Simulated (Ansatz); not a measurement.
GeTe (alpha-GeTe type, space group R3m)

```
CELL_PARAMETERS angstrom
      2.11331     1.22012     3.63992
     -2.11331     1.22012     3.63992
      0.00000    -2.44024     3.63992
ATOMIC_POSITIONS crystal
  Ge 0.23423 0.23423 0.23423
  Te 0.76577 0.76577 0.76577
```

The slice is a (1 -1 0 2) plane (indices of the conventional cell) through the point (0.234, 0.234, 0.234) (fractional), spanned by u = [1 0 -1] and v = [010] in vectors of this cell: u (4.23 Å) and v (4.38 Å, at 90° to u). It covers one period; positions are fractions (u, v).

Calculation: PBE (plane waves to 420 eV, PAW, scalar-relativistic; Ansatz, a first-principles code). k mesh 10×10×10. These are valence fields of a PAW run, semicore shells included where kept as valence: close to a nucleus they are smooth pseudo fields. GeTe was relaxed with its symmetry unable to fall. Spin-orbit coupling is left out, though Te is heavy.

### Question
Sketch the electron localisation function (ELF) on this plane as a map.

### Answer
```
|xxxxxx::++++++++==------------==++++++++::xxxx|
|xxxx..--++++****++++++****++++++****++++--..xx|
|..::--++++**######%%%%%%%%%%%%######**++++--::|
|====++++**##%%@@@@@@%%%%%%%%@@@@@@%%##**++++==|
|====++++##%%@@@@@@%%########%%@@@@@@%%##++++==|
|====++**##@@@@@@%%##********##%%@@@@@@##**++==|
|====++**%%@@@@%%##**==----==**##%%@@@@%%**++==|
|::--==**%%@@%%##**--..xxxx..--**##%%@@%%**==--|
|....--**%%@@%%**++..xxxxxxxx..++**%%@@%%**--..|
|  ..--**%%@@##**==  xxxxxxxx  ==**##@@%%**--..|
|    ::++%%%%##**==  xxxxxxxx  ==**##%%%%++::  |
|    ..++%%%%%%##++::xxxxxxxx::++##%%%%%%++..  |
|    ..--##%%%%##**==::....::==**##%%%%##--..  |
|    ..::++%%@@%%##**++====++**##%%@@%%++::..  |
|......::==**%%@@%%%%########%%%%@@%%**==::....|
|------::--++##@@@@@@%%%%%%%%@@@@@@##++--::----|
|##**++==----++##%%@@@@@@@@@@@@%%##++----==++**|
|######**++==--==**%%@@@@@@@@%%**==--==++**####|
|########**++------==++****++==------++**######|
|************==--::::::::::::::::--==**********|
|::--==******++--..            ..--++******==--|
|xxxx..==******==::            ::==******==..xx|
|xxxxxx::++**++==::..        ..::==++**++::xxxx|
|xxxxxx::++++++++--............--++++++++::xxxx|
```
Scale: ten equal steps from 0.07 (start of ' ') to 0.68 (end of '@'), in the order ' .:-=+*#%@'. Values: electron localisation function (ELF). The map has 23 points along u (two characters each, u = 0 at the left) and 24 along v (v = 0 in the bottom row). Points within 0.5 Å of a nucleus are blanked (x), as the pseudised field means little there.
